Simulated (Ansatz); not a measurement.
An Ansatz input:

```yaml
crystal:
  lattice:
    - [0.0, 2.3106659369, 2.3106659369]
    - [2.3106659369, 0.0, 2.3106659369]
    - [2.3106659369, 2.3106659369, 0.0]
  atoms:
    - { symbol: Sc, position: [0.0, 0.0, 0.0], spin: 1.0 }
hamiltonian:
  xc: pbe
  pseudopotentials:
    kind: paw
    azcp:
      Sc: "pseudopotentials/Sc.paw.azcp"
basis:
  ecutwfc: 420
  fft_grid_basis: typed
kpoints:
  mp_grid: { grid: [19, 19, 19], shift: [0, 0, 0] }
magnetization:
  spin_polarized: true
scf:
  occupations: { method: fermi_dirac, width: 0.05 }
```

and its output:

```
Engine: ansatz 0.2.0, aarch64-unknown-linux-gnu
Pseudopotentials: kind: paw
Pseudopotential: Sc, paw, valence charge 11, recommended cutoff 420 eV (normal) 
Functional definition: PBE
  parameter kappa = 0.804
  parameter beta = 0.06672455060314922
  exchange = pbe_x(kappa = kappa, mu = beta*pi^2/3)
  correlation = pbe_c(beta = beta)
Crystal: 1 atoms, lattice volume = 24.674 Å³
Basis set: ecut = 420 eV, 531 PW (Γ)
Bands: 10, of which v1, the nominal top of the filled ones, is band 6 counted from 1 (5 counted from 0)
Symmetry: 48 space group operations
Space group: Fm-3m (ITA 225), of the structure as read, at distance tolerance 2.9e-5 Å
Magnetic group: BNS 225.116 (UNI 1618), of the structure as read, at distance tolerance 2.9e-5 Å
k-points: 220 of 6859
Non-local potential: Sc, projectors of the file, l = 0: 3, l = 1: 2, l = 2: 3, l = 3: 1
PAW form: soft (Blöchl's): semilocal exchange-correlation on the pseudo side does not see the compensation charge
PAW one-centre angular grid: Sc, 590 points (default); XC on 64 Gauss nodes
Initial density: superposition of atomic densities (chi_scale 0.1, normalization cell)
Starting moments: Σ|m| = 1 μB on 1 of 1 site
Initial wavefunctions: pseudopotential atomic-orbital guess
Functional: x = pbe(κ = 0.804, μ = 0.2195149727645171), c = pbe(β = 0.06672455060314922)
iter 1 solved again at ethr=1.55e-3 eV; its pass at ethr=3.10e-3 eV (dr2=1.71e-1 eV) is discarded
SCF iter   1: F=—  HF=-2135.907108 eV  |F-HF|=—  |Δ(HF+E_count)|=         —  Δρ=4.16e-2 (↑4.16e-2 ↓2.40e-2)  dr2=1.72e-1  dr2_m=2.34e-1  M=0.287 μB ∫|m|=0.287 μB  β_m=0.30  ethr=1.55e-3  ⟨swp⟩=1.0  Hψ=29546  notcnv=0
Mixer restart at iter 1: flushing history
SCF iter   2: F=—  HF=-2135.819713 eV  |F-HF|=—  |Δ(HF+E_count)|=   8.74e-2  Δρ=2.92e-2 (↑2.92e-2 ↓1.81e-2)  dr2=8.49e-2  dr2_m=1.21e-1  M=0.268 μB ∫|m|=0.268 μB  β_m=0.65  ethr=1.55e-3  ⟨swp⟩=2.0  Hψ=6324  notcnv=0
SCF iter   3: F=—  HF=-2135.763291 eV  |F-HF|=—  |Δ(HF+E_count)|=   5.64e-2  Δρ=2.21e-3 (↑1.87e-3 ↓2.21e-3)  dr2=2.65e-4  dr2_m=8.44e-4  M=0.171 μB ∫|m|=0.171 μB  β_m=0.74  ethr=7.72e-4  ⟨swp⟩=2.8  Hψ=8016  notcnv=0
SCF iter   4: F=—  HF=-2135.767413 eV  |F-HF|=—  |Δ(HF+E_count)|=   4.12e-3  Δρ=1.00e-3 (↑1.00e-3 ↓9.42e-4)  dr2=1.47e-5  dr2_m=2.06e-4  M=0.125 μB ∫|m|=0.125 μB  β_m=0.87  ethr=2.41e-6  ⟨swp⟩=2.0  Hψ=8794  notcnv=0
SCF iter   5: F=—  HF=-2135.768304 eV  |F-HF|=—  |Δ(HF+E_count)|=   8.91e-4  Δρ=6.77e-4 (↑6.77e-4 ↓6.35e-4)  dr2=1.92e-6  dr2_m=9.70e-5  M=0.079 μB ∫|m|=0.079 μB  β_m=0.94  ethr=1.33e-7  ⟨swp⟩=2.0  Hψ=7001  notcnv=0
SCF iter   6: F=—  HF=-2135.768784 eV  |F-HF|=—  |Δ(HF+E_count)|=   4.80e-4  Δρ=2.95e-4 (↑2.95e-4 ↓1.95e-4)  dr2=2.69e-5  dr2_m=9.36e-6  M=0.025 μB ∫|m|=0.025 μB  β_m=0.97  ethr=1.75e-8  ⟨swp⟩=3.0  Hψ=7642  notcnv=0
SCF iter   7: F=—  HF=-2135.768828 eV  |F-HF|=—  |Δ(HF+E_count)|=   4.49e-5  Δρ=2.01e-4 (↑1.43e-4 ↓2.01e-4)  dr2=4.22e-6  dr2_m=5.99e-6  M=0.019 μB ∫|m|=0.019 μB  β_m=0.87  ethr=1.75e-8  ⟨swp⟩=2.1  Hψ=7016  notcnv=0
SCF iter   8: F=—  HF=-2135.768859 eV  |F-HF|=—  |Δ(HF+E_count)|=   3.03e-5  Δρ=8.92e-6 (↑5.34e-6 ↓8.92e-6)  dr2=5.19e-8  dr2_m=2.91e-9  M=0.000 μB ∫|m|=0.000 μB  β_m=0.94  ethr=1.75e-8  ⟨swp⟩=2.0  Hψ=7009  notcnv=0
SCF iter   9: F=—  HF=-2135.768859 eV  |F-HF|=—  |Δ(HF+E_count)|=   1.11e-7  Δρ=1.38e-6 (↑9.71e-7 ↓1.38e-6)  dr2=5.04e-10  dr2_m=2.43e-10  M=0.000 μB ∫|m|=0.000 μB  β_m=0.97  ethr=4.72e-10  ⟨swp⟩=2.6  Hψ=6703  notcnv=0
SCF iter  10: F=—  HF=-2135.768859 eV  |F-HF|=—  |Δ(HF+E_count)|=   2.72e-9  Δρ=3.41e-7 (↑3.41e-7 ↓2.83e-7)  dr2=9.13e-12  dr2_m=2.08e-11  M=0.000 μB ∫|m|=0.000 μB  β_m=0.98  ethr=4.58e-12  ⟨swp⟩=2.0  Hψ=6284  notcnv=0
SCF iter  11: F=-2135.768859 eV  HF=-2135.768859 eV  |F-HF|=3.64e-12  |Δ(HF+E_count)|=  1.86e-10  Δρ=7.35e-8 (↑7.35e-8 ↓6.48e-8)  dr2=3.60e-13  dr2_m=1.01e-12  M=-0.000 μB ∫|m|=0.000 μB  ethr=1.00e-12  ⟨swp⟩=1.0  Hψ=11301  notcnv=0
SCF 1 converged in 11 iterations: F = -2135.768859 eV  dr2 = 3.60e-13
WARN: the starting moments were not kept: the SCF closed with an absolute magnetisation of 8.8e-6 μB, where they sum to 1 μB in size (1 site). That is at most 0.1 of that sum. Measured as dr2_m measures the in/out step, that magnetisation stands 1.2e-11 eV from none, at or under the dr2_threshold of 1.0e-7 eV: it is no larger than a step whose dr2_m would equal this threshold. The system may hold no moment; this SCF shows only that its start led to no more than that. To try another start: raise the starting moments (crystal.atoms[].spin, magnetization.per_species, magnetization.initial_magnetization, or on a non-collinear deck that types none of these the spinor_matrix: blocks that start its atoms; where the total moment is fixed, keep their sum and leave initial_magnetization as it is; typed ones take the place of any that the run laid by itself, positive ones on a crystal's lanthanoids without a Hubbard term where scf.initial_density.shell_occupations: [] is typed) or, if the notice of its spin-set hold's release reads "site moments contracting" or "site moments show no strong build", lengthen the hold (scf.mixing.spin_hold: { on: { confirm: 4 } }; for m-r²SCAN on two components see the key's manual first). Each may lead to a state that holds a moment. A second SCF, from the converged charge density, with the starting moments and any scf.initial_density.shell_occupations laid on it anew, would have followed, and was not run: the deck does not ask for one (magnetization.retry_lost_moments is false, the default). To let it run, set magnetization.retry_lost_moments: true and run the deck again, where that key's refused combinations let it; where memory then withholds it, that run's warning says so.
SCF converged after 11 iterations
Magnetization: -0.0000 μB (5.5000 up, 5.5000 down)
Absolute magnetization: 0.0000 μB (∫|ρ↑−ρ↓|, with the PAW one-centre terms)
Spin contamination: 0.0000 ħ² per cell (⟨S²⟩ above its minimum at these occupations)
Per-site moments (μB) at R_I (Å): [(-5.7852292950132825e-6, 1.3479572312569748)]
Free energy (F): -2135.768859 eV
Harris-Foulkes:  -2135.768859 eV  (|F-HF|=3.64e-12)
Internal energy: -2135.752527 eV  (E = F + TS)
E sigma→0 (E₀):  -2135.760693 eV
Entropy (-TS):   -0.016331 eV (-16.331 meV/atom)
Fermi energy:    9.304157 eV
--- Per-component energies (eV) ---
  E_band       = -168.526753
  E_kinetic    = 260.362486
  E_local      = -843.874833  (includes V_loc(G=0)·N_el)
  E_nonlocal   = 83.381267
  E_hartree    = 288.221151
  E_xc         = -104.011575
  E_vxc        = -128.721796  (∫ρ·V_xc dr)
  E_paw        = -955.527493  (= ΣΔE_a)
  E_vpaw       = -116.116168  (= ΣTr[D̂ρ^β])
  E_aug_tail   = 0.000011  (compensation charges beyond the density's cutoff)
  E_ewald      = -864.303540
  E_smearing   = -0.016331  (= −TS)
  E_closure    = 0.000000  (closes the sum)
  Σ components = -2135.768859   (vs F -2135.768859, Δ=0.00e0)
```
